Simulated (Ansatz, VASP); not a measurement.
## HfO2: VASP beside Ansatz

INCAR

```
SYSTEM = HfO2
ALGO = Normal
EDIFF = 1E-7
ENCUT = 520
GGA = RP
ISIF = 2
ISMEAR = -1
LASPH = .True.
LCHARG = .False.
LREAL = .False.
LWAVE = .False.
NBANDS = 18
NELM = 100
PREC = Accurate
SIGMA = 0.05
```

Contents of KPOINTS:

```
k-points
0
Gamma
  9 9 9
  0 0 0
```

The input POSCAR:

```
HfO2
1.0
    0.0000000000      2.5403350533      2.5403350533
    2.5403350533      0.0000000000      2.5403350533
    2.5403350533      2.5403350533      0.0000000000
Hf O
1 2
Direct
    0.0000000000      0.0000000000      0.0000000000
    0.7500000000      0.7500000000      0.7500000000
    0.2500000000      0.2500000000      0.2500000000
```

Contents of input.yaml:

```yaml
crystal:
  lattice:
    - [0.0, 2.5403350533, 2.5403350533]
    - [2.5403350533, 0.0, 2.5403350533]
    - [2.5403350533, 2.5403350533, 0.0]
  atoms:
    - { symbol: Hf, position: [0.0, 0.0, 0.0] }
    - { symbol: O, position: [0.75, 0.75, 0.75] }
    - { symbol: O, position: [0.25, 0.25, 0.25] }
hamiltonian:
  xc: rpbe
  pseudopotentials: { kind: paw }
kpoints:
  mp_grid: { grid: [9, 9, 9] }
scf:
  occupations: { method: fermi_dirac, width: 0.05 }
output:
  forces: true
  stress: true
  eigenvalues: true
  write_density: true
  write_potential: true
  elf: true
  volumetric_format: npy
```

Measurements of this composition are mostly on another form, of space group No. 14.

Alike in both runs: task single point; functional RPBE; k mesh 9 × 9 × 9; occupations fermi-dirac, width 0.05 eV; no spin polarisation.

```csv
,VASP,Ansatz
version,VASP 6.6.1,Ansatz 0.2.0
potentials or method,"VASP PAW PBE potentials, release 64 (Hf_pv, O)",Ansatz PAW
plane-wave cutoff (eV),520,420
valence electrons in the cell,22,38
```

|  | VASP | Ansatz | Ansatz less VASP |
| --- | --- | --- | --- |
| gap on the k mesh at the Fermi level (eV) | 3.99 | 3.99 | 0.000 |
| least direct gap on the mesh (eV) | 4.11 | 4.10 | -0.010 |
| pressure (GPa) | 3.8 | 7.7 | +3.85 |

The two sets of potentials don't hold the same shells in valence.

Caveats: spin-orbit coupling is left out, which moves the levels of the heavy elements; the PAW data sets were made with another functional, which shifts forces and pressure a little (VASP); an odd mesh through Γ misses points on the zone boundary, where band edges often lie (VASP); odd divisions of the mesh miss points on the zone boundary, where band edges often lie, so the gap on the mesh can be too wide (Ansatz); the pressure holds a Pulay correction of +0.8 GPa for the finite cutoff (Ansatz); the PAW data sets come from PBE, with cores solved anew for the run's functional, which leaves a small shift of forces and pressure (Ansatz).
